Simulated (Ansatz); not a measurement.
The system is FeSi2 (Linzhiite).

```
Fe Si
1.0
     2.68400    0.00000    0.00000
     0.00000    2.68400    0.00000
     0.00000    0.00000    5.12800
Fe Si
1 2
Direct
  0.00000 0.00000 0.00000
  0.50000 0.50000 0.73000
  0.50000 0.50000 0.27000
```

Base run:

* Program: Ansatz 0.2.0
* Functional: PBEsol
* Potentials or basis: Ansatz PAW
* Cutoff: 420 eV
* Density cutoff: 1680 eV
* k mesh: 10 × 10 × 5
* Occupations: fermi-dirac, width 0.05 eV
* Spin: collinear spin, ferromagnetic start
* Starting moments: [3.0, 0.0, 0.0] μB
* Hubbard terms: Fe d U = 8 eV

Its results: band gap on the k mesh none (metal or under the smearing width); pressure 26.3 GPa; net moment 2.14 μB per cell; site moments Fe +2.27; Si -0.06 μB; largest force 2.053 eV/Å.

**Question.** The run is repeated on the same cell with these changes: hubbard terms from Fe d U = 8 eV to Fe d U = 4 eV. What comes out?

**Answer.** Band gap on the k mesh none (metal or under the smearing width); pressure 6.1 GPa; net moment 1.25 μB per cell; site moments Fe +1.39; Si -0.05 μB; largest force 0.456 eV/Å.

Caveats: the magnetic or orbital state may not be the lowest; the PAW data sets come from PBE, with cores solved anew for the run's functional, which leaves a small shift of forces and pressure; the U is typed as a test and isn't derived for this compound; forces of over 1 eV/Å show positions far from the minimum, so gaps and moduli don't describe the material at rest (some runs).

Not every run made on this cell is shown here.
